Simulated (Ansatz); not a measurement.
The calculation used DFT PBE, scalar-relativistic, plane waves, PAW (Ansatz). Settings: cutoff 420 eV, Γ-centred meshes spaced at most about 0.3 Å⁻¹, and about 0.25 Å⁻¹ or finer for metals (2π included), Gaussian smearing. No spin polarisation.

Temperature and zero-point effects are left out.

Compare these two cells of ZrSi2, each relaxed at this level.

A.

```
CELL_PARAMETERS angstrom
-1.64345 1.64345 4.58673
1.64345 -1.64345 4.58673
1.64345 1.64345 -4.58673
ATOMIC_POSITIONS crystal
Zr 0.50000 0.50000 0.00000
Si 0.18986 0.18986 0.00000
Si 0.81014 0.81014 0.00000
```

B.

```
CELL_PARAMETERS angstrom
-2.00525 3.03841 4.08404
2.00525 -3.03841 4.08404
2.00525 3.03841 -4.08404
ATOMIC_POSITIONS crystal
Zr 0.16603 0.41603 0.75000
Zr 0.83397 0.58397 0.25000
Si 0.41194 0.85575 0.55619
Si 0.58806 0.14425 0.44381
Si 0.20045 0.14425 0.05619
Si 0.79955 0.85575 0.94381
```

Question: Which would you expect to be lower, and how large is the difference?

Answer: B is lower, by 76 meV/atom. A has the MoSi2 (C11b) type, space group I4/mmm (No. 139), 16.5 Å³/atom and no gap on its mesh; B has space group Imma (No. 74), 16.6 Å³/atom and no gap. Counting Si atoms around Zr (those within 1.25 times the shortest such distance or 1.15 times the sum of covalent radii), A and B both have Zr 10. B holds Si–Si chains (shortest 2.36 Å); in A the shortest Si–Si distance is 2.57 Å, near bonding range too. Both come from invented guesses. The lowest form computed isn't among them: it has space group Cmcm (No. 63), 16.8 Å³/atom, is reached from a cell as deposited in COD and lies 197 meV/atom below the best shown.

Cells relaxed within their symmetry can be saddle points. Some types were kept out of the candidates beforehand, so the set may lack a known form.
